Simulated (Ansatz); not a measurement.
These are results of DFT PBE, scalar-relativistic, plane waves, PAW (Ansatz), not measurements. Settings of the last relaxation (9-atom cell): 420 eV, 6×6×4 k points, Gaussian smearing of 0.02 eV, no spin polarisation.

Energies over the elements count from the elements' standard structures at the same level (O₂ as a molecule), with no fitted energy shifts.

**Question.** Suggest a trial structure for a monoclinic wide-gap insulator made of O, Si and Zr, with a gap near 5.2 eV, a formation energy near −2.92 eV/atom and a density near 2.74 g/cm³, in a cell of 9 atoms.

**Answer.** ZrSi2O6, space group C2 (No. 5). Around Zr lie 4 O at 1.96–1.97 Å; Si is surrounded by 4 O at 1.63–1.64 Å; O on its first site is surrounded by 1 Si at 1.63 Å and 1 Zr at 1.96 Å; around O on its second site lie 2 Si at 1.64 Å; 1 more site not described.

Space group C2 (No. 5). a = 9.974 Å, b = 5.008 Å, c = 5.899 Å, α = 90.00°, β = 91.83°, γ = 90.00°
```json
{"atom": "Zr", "site": "2a", "symmetry": "2", "x": "0.0000", "y": "0.5427", "z": "0.0000"}
{"atom": "Si", "site": "4c", "symmetry": "1", "x": "0.7529", "y": "0.2332", "z": "0.6548"}
{"atom": "O", "site": "4c", "symmetry": "1", "x": "0.6115", "y": "0.8196", "z": "0.2026"}
{"atom": "O", "site": "4c", "symmetry": "1", "x": "0.7302", "y": "0.4238", "z": "0.4310"}
{"atom": "O", "site": "4c", "symmetry": "1", "x": "0.8768", "y": "0.7520", "z": "0.1840"}
```

| Item | Value |
| --- | --- |
| Volume per atom | 16.36 Å³ |
| Density | 2.74 g/cm³ |
| Energy over the elements | −2.923 eV/atom |
| Gap on the 6×6×4 mesh of the 9-atom cell | 5.16 eV |

It was reached by relaxing an invented guess, and it needn't be the stable form of this composition. The answer needn't be unique; the calculation gave this one.

Kohn–Sham gaps at this level usually fall short of measured ones. This cell was reached by moving the atoms of another relaxed cell at random and relaxing again, last within the group found; it had no such test of its own.
